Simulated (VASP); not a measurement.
# MgS (Imm2) in VASP: notebook

The runs below take MgS through single point, with LDA.

All numbers are computed with VASP 6.6.1; they aren't measurements. Logs are shortened: lines on timing, memory, paths and dates and some standing lists are left out, and cuts for length are marked.

**1. The crystal as given**

Symmetry: Imm2, No. 44, orthorhombic system. Conventional cell: a = 3.803 Å, b = 4.152 Å, c = 5.871 Å, α = 90.00°, β = 90.00°, γ = 90.00°. Around Mg (site symmetry mm2) lie 4 S at 2.45 to 2.50 Å. Around S (site symmetry mm2) lie 4 Mg at 2.45 to 2.50 Å.

The cell was built by a generator and needn't be a form met in nature.

**2. Single point, LDA**

Input file INCAR:

```
SYSTEM = MgS
  PREC = Accurate
  ENCUT = 520
  EDIFF = 1E-6
  ISMEAR = 0
  SIGMA = 0.02
  LREAL = .False.
  LASPH = .True.
  NELM = 100
  ALGO = Normal
  ISIF = 2
  LWAVE = .False.
  LCHARG = .False.
  GGA = CA
  NBANDS = 16
```

Input file KPOINTS:

```
Automatic mesh
0
Gamma
  6 4 6
  0 0 0
```

Input file POSCAR:

```
MgS
1.0
    4.1516110704      0.0000000000      0.0000000000
    0.0000000000      5.8712647485      0.0000000000
    0.0000000000      0.0000000000      3.8031496218
Mg S
2 2
Direct
    0.0000000000      0.0068406758      0.0000000000
    0.5000000000      0.5068406758      0.5000000000
    0.5000000000      0.2431593242      0.0000000000
    0.0000000000      0.7431593242      0.5000000000
```

Potentials or basis: VASP PAW LDA potentials, release 64 (Mg, S).

Started as:

```
> cat potpaw_LDA.64/Mg/POTCAR potpaw_LDA.64/S/POTCAR > POTCAR
> mpirun -np 1 vasp_std > vasp.out
```

OUTCAR:

```text
SYSTEM = MgS
   PREC = Accurate
   ENCUT = 520
   EDIFF = 1E-6
   ISMEAR = 0
   LREAL = .False.
   LASPH = .True.
   NELM = 100
   ISIF = 2
   GGA = CA

 ion  position               nearest neighbor table
   1  0.000  0.007  0.000-   4 2.45   4 2.45   3 2.50   3 2.50
   2  0.500  0.507  0.500-   3 2.45   3 2.45   4 2.50   4 2.50
   3  0.500  0.243  0.000-   2 2.45   2 2.45   1 2.50   1 2.50
   4  0.000  0.743  0.500-   1 2.45   1 2.45   2 2.50   2 2.50

  LATTYP: Found a simple orthorhombic cell.
 ALAT       =     3.8031496218
 B/A-ratio  =     1.0916244385
 C/A-ratio  =     1.5437901036

  Lattice vectors:

 A1 = (   0.0000000000,   0.0000000000,   3.8031496218)
 A2 = (   4.1516110704,   0.0000000000,   0.0000000000)
 A3 = (   0.0000000000,   5.8712647485,   0.0000000000)

Analysis of symmetry for initial positions (statically):
=====================================================================
 Subroutine PRICEL returns following result:

  LATTYP: Found a body centered orthorhombic cell.
 ALAT       =     3.8031496218
 B/A-ratio  =     1.0916244385
 C/A-ratio  =     1.5437901036

  Lattice vectors:

 A1 = (  -2.0758055352,  -2.9356323742,  -1.9015748109)
 A2 = (   2.0758055352,  -2.9356323743,   1.9015748109)
 A3 = (  -2.0758055352,   2.9356323743,   1.9015748109)

   2 primitive cells build up your supercell.

 Routine SETGRP: Setting up the symmetry group for a
 simple orthorhombic supercell.

 Subroutine GETGRP returns: Found  4 space group operations
 (whereof  4 operations were pure point group operations)
 out of a pool of  8 trial point group operations.

The static configuration has the point symmetry C_2v.

Analysis of symmetry for dynamics (positions and initial velocities):
=====================================================================
 Subroutine PRICEL returns following result:

  LATTYP: Found a body centered orthorhombic cell.
 ALAT       =     3.8031496218
 B/A-ratio  =     1.0916244385
 C/A-ratio  =     1.5437901036

  Lattice vectors:

 A1 = (  -2.0758055352,  -2.9356323742,  -1.9015748109)
 A2 = (   2.0758055352,  -2.9356323743,   1.9015748109)
 A3 = (  -2.0758055352,   2.9356323743,   1.9015748109)

   2 primitive cells build up your supercell.

 Routine SETGRP: Setting up the symmetry group for a
 simple orthorhombic supercell.

 Subroutine GETGRP returns: Found  4 space group operations
 (whereof  4 operations were pure point group operations)
 out of a pool of  8 trial point group operations.

The dynamic configuration has the point symmetry C_2v.

 Subroutine INISYM returns: Found  4 space group operations
 (whereof  4 operations are pure point group operations),
 and found     2 'primitive' translations

----------------------------------------------------------------------------------------

                                     Primitive cell

  volume of cell :      46.3513

  direct lattice vectors                    reciprocal lattice vectors
    -2.075805535 -2.935632374 -1.901574811    -0.240870347 -0.170321054  0.000000000
     2.075805535 -2.935632374  1.901574811    -0.000000000 -0.170321054  0.262939958
    -2.075805535  2.935632374  1.901574811    -0.240870347  0.000000000  0.262939958

  length of vectors
     4.067295516  4.067295516  4.067295516     0.295004721  0.313283710  0.356589323

  position of ions in fractional coordinates (direct lattice)
     0.993159324  0.993159324  0.000000000
     0.256840676  0.756840676  0.500000000

  ion indices of the primitive-cell ions
   primitive index   ion index
                 1           1
                 2           3

----------------------------------------------------------------------------------------

 KPOINTS: Automatic mesh

Automatic generation of k-mesh.
 Grid dimensions read from file:
 generate k-points for:    6    4    6

 Generating k-lattice:

  Cartesian coordinates                     Fractional coordinates (reciprocal lattice)
     0.040145058  0.000000000  0.000000000     0.166666667  0.000000000  0.000000000
     0.000000000  0.042580263  0.000000000     0.000000000  0.250000000  0.000000000
     0.000000000  0.000000000  0.043823326     0.000000000  0.000000000  0.166666667

  Length of vectors
     0.040145058  0.042580263  0.043823326

  Shift w.r.t. Gamma in fractional coordinates (k-lattice)
     0.000000000  0.000000000  0.000000000

 Subroutine IBZKPT returns following result:
 ===========================================

 Found     48 irreducible k-points:

 Following reciprocal coordinates:
            Coordinates               Weight
  0.000000  0.000000  0.000000      1.000000
  0.166667  0.000000  0.000000      2.000000
  0.333333  0.000000  0.000000      2.000000
  0.500000  0.000000  0.000000      1.000000
  0.000000  0.250000  0.000000      2.000000
  0.166667  0.250000  0.000000      4.000000
[... 16 lines left out ...]
  0.333333  0.500000  0.166667      4.000000
  0.500000  0.500000  0.166667      2.000000
 [... further k-points ...]
   k-points           NKPTS =     48   k-points in BZ     NKDIM =     48   number of bands    NBANDS=     16
   number of dos      NEDOS =    301   number of ions     NIONS =      4
   total plane-waves  NPLWV =  43008
   dimension x,y,z NGX =    32 NGY =   48 NGZ =   28
   dimension x,y,z NGXF=    64 NGYF=   96 NGZF=   56
   ions per type =               2   2
   NGX,Y,Z   is equivalent  to a cutoff of  12.81, 13.59, 12.24 a.u.
   NGXF,Y,Z  is equivalent  to a cutoff of  25.63, 27.18, 24.48 a.u.
 SYSTEM =  MgS
   PREC   = accura    normal or accurate (medium, high low for compatibility)
   ISTART =      0    job   : 0-new  1-cont  2-samecut
   ICHARG =      2    charge: 1-file 2-atom 10-const
   ISPIN  =      1    spin polarized calculation?
   LNONCOLLINEAR =      F non collinear calculations
   LSORBIT =      F    spin-orbit coupling
   LASPH  =      T    aspherical Exc in radial PAW
   ENCUT  =  520.0 eV  38.22 Ry    6.18 a.u.   7.72 10.92  7.07*2*pi/ulx,y,z
   NELM   =    100;   NELMIN=  2; NELMDL= -5     # of ELM steps
   EDIFF  = 0.1E-05   stopping-criterion for ELM
   LREAL  =      F    real-space projection
   EDIFFG = 0.1E-04   stopping-criterion for IOM
   NSW    =      0    number of steps for IOM
   IBRION =     -1    ionic relax: 0-MD 1-quasi-New 2-CG
   NFREE  =      0    steps in history (QN), initial steepest desc. (CG)
   ISIF   =      2    stress and relaxation
   ISYM   =      2    0-nonsym 1-usesym 2-fastsym
   POTIM  = 0.5000    time-step for ionic-motion
   TEBEG  =    0.0;   TEEND  =   0.0 temperature during run
   PSTRESS=    0.0 pullay stress
   NELECT =      16.0000    total number of electrons
   NUPDOWN=      -1.0000    fix difference up-down
   EMIN   =  10.00;   EMAX   =-10.00  energy-range for DOS
   EFERMI =   0.00;   METHOD = LEGACY
   ISMEAR =     0;   SIGMA  =   0.02  broadening in eV -4-tet -1-fermi 0-gaus
   EFERMI_NEDOS =   21; number of points for ismear=-14 and -15
   IALGO  =     38    algorithm
   IMIX   =      4    mixing-type and parameters
     AMIX     =   0.40;   BMIX     =  1.00
     AMIX_MAG =   1.60;   BMIX_MAG =  1.00
  volume/ion in A,a.u.               =      23.18       156.40
  Fermi-wavevector in a.u.,A,eV,Ry     =   0.911488  1.722462 11.303859  0.830810
  Thomas-Fermi vector in A             =   2.035773
   LORBIT       =      0    0 simple, 1 ext, 2 COOP (PROOUT), +10 PAW based schemes
   GGA     = CA    functional components
   LHFCALC =     F    Hartree Fock is set to
   AEXX    =    0.0000 exact exchange contribution
   IVDW    =     0    specifies the selected vdW correction
   LEPSILON=     F    determine dielectric tensor
   LRPA    =     F    only Hartree local field effects (RPA)
 non-spin polarized calculation
 Gauss-broadening in eV      SIGMA  =   0.02
  energy-cutoff  :      520.00
  volume of cell :       92.70
 maximum number of plane-waves:      2516
 NGX is ok and might be reduce to    32
   NGX = 15   NGY = 21   NGZ = 15

 number of electron      15.9999998 magnetization

 Free energy of the ion-electron system (eV)
  ---------------------------------------------------
  ext. energy  EPLUGINS =         0.00000000
  ---------------------------------------------------
  free energy    TOTEN  =       -18.64394170 eV

  energy without entropy =      -18.64394170  energy(sigma->0) =      -18.64394170

 E-fermi :   1.2010     XC(G=0):  -8.6844

 val. band max:        1.1097623410   @ k =   0.0000   0.0000   0.0000
 cond. band min:       3.7742044052   @ k =   0.0000   0.0000   0.0000
 fundamental gap:      2.6644420642
 Fermi energy:         1.2010357651

 k-point     1 :       0.0000    0.0000    0.0000
  band No.  band energies     occupation
      1     -10.3900      2.00000
      2      -9.5555      2.00000
      3      -2.1877      2.00000
      4      -0.4657      2.00000
      5       0.2849      2.00000
      6       0.5867      2.00000
[... 8 lines left out ...]
     15      11.0734      0.00000
     16      11.1042      0.00000

 k-point     2 :       0.1667    0.0000    0.0000
  band No.  band energies     occupation
      1     -10.2990      2.00000
      2      -9.5623      2.00000
      3      -2.0400      2.00000
      4      -0.8991      2.00000
      5      -0.1198      2.00000
      6       0.3668      2.00000
[... 8 lines left out ...]
     15      10.3855      0.00000
     16      11.0647      0.00000

 k-point     3 :       0.3333    0.0000    0.0000
  band No.  band energies     occupation
      1     -10.0657      2.00000
      2      -9.6229      2.00000
      3      -1.7784      2.00000
      4      -1.3181      2.00000
      5      -1.1459      2.00000
      6      -0.0714      2.00000
[... 8 lines left out ...]
     15       9.6385      0.00000
     16      10.5512      0.00000
[... 362 lines left out ...]
 k-point    23 :       0.3333    0.5000    0.1667
  band No.  band energies     occupation
      1      -9.7638      2.00000
      2      -9.7638      2.00000
      3      -1.9883      2.00000
      4      -1.9883      2.00000
      5      -0.1054      2.00000
      6      -0.1054      2.00000
[... 8 lines left out ...]
     15       9.0837      0.00000
     16       9.0837      0.00000

 k-point    24 :       0.5000    0.5000    0.1667
  band No.  band energies     occupation
      1      -9.7082      2.00000
      2      -9.7082      2.00000
      3      -2.2557      2.00000
      4      -2.2557      2.00000
      5       0.1436      2.00000
      6       0.1436      2.00000
[... 8 lines left out ...]
     15       9.4158      0.00000
     16       9.4158      0.00000

 [... further k-points ...]

------------------------ aborting loop because EDIFF is reached ----------------------------------------

  FORCE on cell =-STRESS in cart. coord.  units (eV):
  Direction    XX          YY          ZZ          XY          YZ          ZX
  --------------------------------------------------------------------------------------
  -------------------------------------------------------------------------------------
  Total       -3.4416694     -2.6225417     -0.2078748      0.0000000      0.0000000      0.0000000
  in kB      -59.4823335    -45.3253594     -3.5926971      0.0000000      0.0000000      0.0000000
  external PRESSURE =     -36.1334633 kB  Pullay stress =       0.0000000 kB

 VOLUME and BASIS-vectors are now :
 -----------------------------------------------------------------------------
  energy-cutoff  :      520.00
  volume of cell :       92.70
      direct lattice vectors                 reciprocal lattice vectors
     4.151611070  0.000000000  0.000000000     0.240870347  0.000000000  0.000000000
     0.000000000  5.871264748  0.000000000     0.000000000  0.170321054  0.000000000
     0.000000000  0.000000000  3.803149622     0.000000000  0.000000000  0.262939958

 POSITION                                       TOTAL-FORCE (eV/Angst)
 -----------------------------------------------------------------------------------
      0.00000      0.04016      0.00000        -0.000000      0.003585     -0.000000
      2.07581      2.97580      1.90157        -0.000000      0.003585     -0.000000
      2.07581      1.42765      0.00000         0.000000     -0.003585      0.000000
      0.00000      4.36329      1.90157        -0.000000     -0.003585      0.000000
 -----------------------------------------------------------------------------------
    total drift:                                0.000000      0.000426     -0.000001

  FREE ENERGIE OF THE ION-ELECTRON SYSTEM (eV)
  ---------------------------------------------------
  free  energy   TOTEN  =       -18.6439417008 eV

  energy  without entropy=      -18.6439417008  energy(sigma->0) =      -18.64394170
```

Run time: 58 s. Hardware: 1 thread of AMD EPYC 7R13 (Zen 3), shared host; peak memory 0.18 GiB.

Results:

```
Free energy            : -18.6439 eV
Pressure               : -3.6 GPa
Largest force          : 0.004 eV/Å
Band gap on the k mesh : 2.66 eV
```

Forces in eV/Å, atoms in the order of the input:
```
Mg   0.000  0.004  0.000
Mg   0.000  0.004  0.000
S    0.000 -0.004  0.000
S    0.000 -0.004  0.000
```

Stress tensor (GPa, compression positive):
```
-5.95  0.00  0.00
 0.00 -4.53  0.00
 0.00  0.00 -0.36
```

Levels at points of the mesh, in eV from the valence-band top:
| k point | band 6 | band 7 | band 8 | band 9 | band 10 | band 11 |
| --- | --- | --- | --- | --- | --- | --- |
| (0.00, 0.00, 0.00) | -0.52 | -0.43 | 0.00 | 2.66 | 3.27 | 5.44 |
| (0.50, 0.00, 0.00) | -1.90 | -0.28 | -0.28 | 6.18 | 6.18 | 6.27 |
| (0.00, 0.50, 0.00) | -1.11 | -0.45 | -0.45 | 4.36 | 4.36 | 6.19 |
| (0.50, 0.50, 0.00) | -0.75 | -0.27 | -0.27 | 4.54 | 4.54 | 6.99 |
| (0.00, 0.00, 0.50) | -1.74 | -0.77 | -0.77 | 5.62 | 5.62 | 6.09 |
| (0.50, 0.00, 0.50) | -1.43 | -1.41 | -1.41 | 3.29 | 3.29 | 4.97 |
| (0.00, 0.50, 0.50) | -0.80 | -0.75 | -0.75 | 4.27 | 4.27 | 6.85 |
| (0.50, 0.50, 0.50) | -2.14 | -1.66 | -1.66 | 4.80 | 4.80 | 7.06 |

**3. Single point, LDA**

Input file INCAR:

```
PREC = Accurate ; ENCUT = 520
EDIFF = 1E-7 ; ISMEAR = 0
SIGMA = 0.02 ; LREAL = F
LASPH = T ; NELM = 100
ALGO = Normal ; ISIF = 2
LWAVE = F ; LCHARG = T
LELF = T ; LVHAR = T
NBANDS = 16
```

Input file KPOINTS:

```
Automatic mesh
0
Gamma
  6 4 6
```

Input file POSCAR:

```
MgS
1.0
    4.1516110704      0.0000000000      0.0000000000
    0.0000000000      5.8712647485      0.0000000000
    0.0000000000      0.0000000000      3.8052696148
Mg S
2 2
Direct
    0.0000000000      0.0000000000      0.0000000000
    0.5000000000      0.5000000000      0.4999970000
    0.5000000000      0.2500000000      0.0000000000
    0.0000000000      0.7500000000      0.4999970000
```

Potentials or basis: VASP PAW LDA potentials, release 64 (Mg, S).

Started as:

```
> cat potpaw_LDA.64/Mg/POTCAR potpaw_LDA.64/S/POTCAR > POTCAR
> mpirun -np 1 vasp_std > vasp.out
```

It took 69 s on 1 thread of AMD EPYC 7R13 (Zen 3), shared host; peak memory 0.18 GiB.

It converged, with:

- Free energy: -18.6100 eV
- Pressure: -3.1 GPa
- Largest force: 0.424 eV/Å
- Band gap on the k mesh: 2.79 eV

Forces on the atoms (eV/Å):
```
Mg   0.000  0.424  0.000
Mg   0.000  0.424  0.000
S    0.000 -0.424  0.000
S    0.000 -0.424  0.000
```

Stress tensor (GPa, compression positive):
```
-6.82  0.00  0.00
 0.00 -3.94  0.00
 0.00  0.00  1.37
```

Levels at points of the mesh, in eV from the valence-band top:
```
           k point  band 5  band 6  band 7  band 8  band 9  band 10  band 11  band 12
(0.00, 0.00, 0.00)   -0.80   -0.33   -0.32    0.00    2.79     3.43     5.53     6.93
(0.50, 0.00, 0.00)   -1.79   -1.79   -0.27   -0.27    6.31     6.31     6.37     6.37
(0.00, 0.50, 0.00)   -0.92   -0.92   -0.43   -0.43    4.52     4.52     6.28     6.28
(0.50, 0.50, 0.00)   -0.61   -0.61   -0.26   -0.26    4.65     4.65     7.02     7.02
(0.00, 0.00, 0.50)   -1.63   -1.63   -0.58   -0.58    5.78     5.78     6.20     6.20
(0.50, 0.00, 0.50)   -1.31   -1.31   -1.30   -1.30    3.43     3.43     5.09     5.09
(0.00, 0.50, 0.50)   -0.73   -0.73   -0.56   -0.56    4.41     4.41     6.93     6.93
(0.50, 0.50, 0.50)   -1.98   -1.98   -1.55   -1.55    4.94     4.94     7.20     7.20
```

As with any semilocal functional, this LDA gap is likely too small.

(Continued in part 2 of 2.)
